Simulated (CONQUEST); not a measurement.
# MgTe under changes of volume

One of the cells (33.761 Å³/atom); the others are scaled copies at fixed shape and fractional positions:

```
Te Mg
1.0
     4.57074    0.00000    0.00000
     0.00000    4.57074    0.00000
     0.00000    0.00000    6.46400
Te Mg
2 2
Direct
  0.00000 0.50000 0.75000
  0.50000 0.00000 0.25000
  0.00000 0.00000 0.00000
  0.50000 0.50000 0.50000
```

The cell comes from a database or a generator and needn't be the stable form of this composition.

* Program: CONQUEST 1.3
* Functional: RPBE
* Potentials or basis: PseudoDojo NC PBE, DZ, grid of 48 × 48 × 64 points
* k mesh: 4 × 4 × 3
* Occupations: methfessel-paxton of order 1, width 0.05 eV
* Spin: no spin polarisation

| volume (Å³/atom) | energy over the lowest point (meV/atom) | pressure (GPa) | gap on the mesh (eV) |
| --- | --- | --- | --- |
| 31.735 | 65.55 | 5.4 | 2.61 |
| 32.410 | 45.05 | 4.4 | 2.51 |
| 33.086 | 29.10 | 3.3 | 2.40 |
| 33.761 | ? | ? | ? |
| 34.436 | 8.05 | 1.7 | 2.21 |
| 35.111 | 2.51 | 1.0 | 2.12 |
| 35.787 | 0.00 | 0.3 | 2.03 |

Question: What does the run at 33.761 Å³/atom give?

Answer: Energy over the lowest point 16.90 meV/atom; pressure 2.5 GPa; gap on the mesh 2.31 eV.

Worked out: A Birch-Murnaghan fit of order 3 (a polynomial in V^(-2/3)) to the other rows has its minimum at 36.09 Å³/atom, just outside them, with B0 = V·E''(V) = 33 GPa and B' = 3.9. It gives 16.77 meV/atom at 33.761 Å³/atom, against the run's 16.90, and -dE/dV = 2.5 GPa, against 2.5. A straight line through the other rows of the gap, of slope -4.84 eV per unit of ln V, gives 2.31 eV, against the run's 2.31.

Caveats: the potentials were made for another functional, which shifts forces and pressure; the atomic basis is small; spin-orbit coupling is left out, which moves the levels of the heavy elements; an odd mesh through Γ misses points on the zone boundary, where band edges often lie; the basis of atomic orbitals isn't converged, which shifts pressures, moduli and gaps; the real-space grid breaks the cell's symmetry a little.
